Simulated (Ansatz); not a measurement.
A 2-atom cell of KBr (Pm-3m) from a materials database was relaxed with 5 functionals in the plane-wave code Ansatz, cell and atoms free, the symmetry of the start kept (meshes: PBE 6×6×6, r2SCAN 6×6×6, PBEsol 6×6×6, LDA 6×6×6, HSE06 4×4×4). No spin polarisation and no zero-point or thermal motion.

The PBEsol result:
```cif
data_structure
_symmetry_space_group_name_H-M 'P 1'
_symmetry_Int_Tables_number 1
_cell_length_a 3.9329
_cell_length_b 3.9329
_cell_length_c 3.9329
_cell_angle_alpha 90.000
_cell_angle_beta 90.000
_cell_angle_gamma 90.000
_cell_volume 60.83
loop_
_atom_site_label
_atom_site_type_symbol
_atom_site_fract_x
_atom_site_fract_y
_atom_site_fract_z
_atom_site_occupancy
K1 K 0.00000 0.00000 0.00000 1
Br1 Br 0.50000 0.50000 0.50000 1
```

The symmetry is Pm-3m (No. 221, cubic); conventional cell a = 3.933 Å, 30.42 Å³ an atom. K has 8 Br at 3.41 Å; Br has 8 K at 3.41 Å.

Q: Order the functionals by the relaxed volume, smallest first.
A. HSE06
B. PBE
C. LDA
D. PBEsol
E. r2SCAN

A: C (28.09 Å³/atom), D (30.42 Å³/atom), E (31.42 Å³/atom), A (32.30 Å³/atom), B (33.06 Å³/atom).

Q: What lattice does PBE give?

A: a = 4.043 Å; the volume differs by +8.7 % from PBEsol's. Around K lie 8 Br at 3.50 Å; around Br lie 8 K at 3.50 Å.

Q: What lattice does LDA give?

A: a = 3.830 Å; the volume differs by -7.6 % from PBEsol's. K is surrounded by 8 Br at 3.32 Å; Br is surrounded by 8 K at 3.32 Å.

Q: Held at the r2SCAN cell, what mean stress do LDA and PBE find, and does its sign point to their own minimum?

A: Yes. LDA -2.07 GPa, and its relaxed volume is -10.6 % from r2SCAN's; PBE +0.83 GPa, and its relaxed volume is +5.2 % from r2SCAN's. Compression counts positive, so a positive stress asks for a larger cell.
